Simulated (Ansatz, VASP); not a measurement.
## One calculation of ScAl2, two programs

```xyz
6
Lattice="0.0000 3.7634 3.7634 3.7634 0.0000 3.7634 3.7634 3.7634 0.0000" Properties=species:S:1:pos:R:3 pbc="T T T"
Sc    3.7634    3.7634    3.7634
Sc    5.6451    5.6451    5.6451
Al    0.9409    0.9409    0.9409
Al    0.9409    2.8226    2.8226
Al    2.8226    0.9409    2.8226
Al    2.8226    2.8226    0.9409
```

Alike in both runs: functional PBEsol; k mesh 8 × 8 × 8; occupations gaussian, width 0.1 eV; no spin polarisation.

Ansatz relaxed the structure, and its values are those at the end. VASP's run is a single point on that final structure, the one shown.

```csv
,VASP,Ansatz
version,VASP 6.6.1,Ansatz 0.2.0
potentials or method,"VASP PAW PBE potentials, release 64 (Sc_sv, Al)","scalar-relativistic, plane waves, PAW"
plane-wave cutoff (eV),520,420
valence electrons in the cell,34,34
```

```tsv
	VASP	Ansatz	Ansatz less VASP
gap on the k mesh at the Fermi level (eV)	none	none	-
pressure (GPa)	0.1	0.0	-0.12
```

A gap of «none» marks a metal or a gap that the smearing closes. The functional is the same, so the differences come from potentials, cutoffs and numerics.

Caveats: the PAW data sets were made with another functional, which shifts forces and pressure a little (VASP).
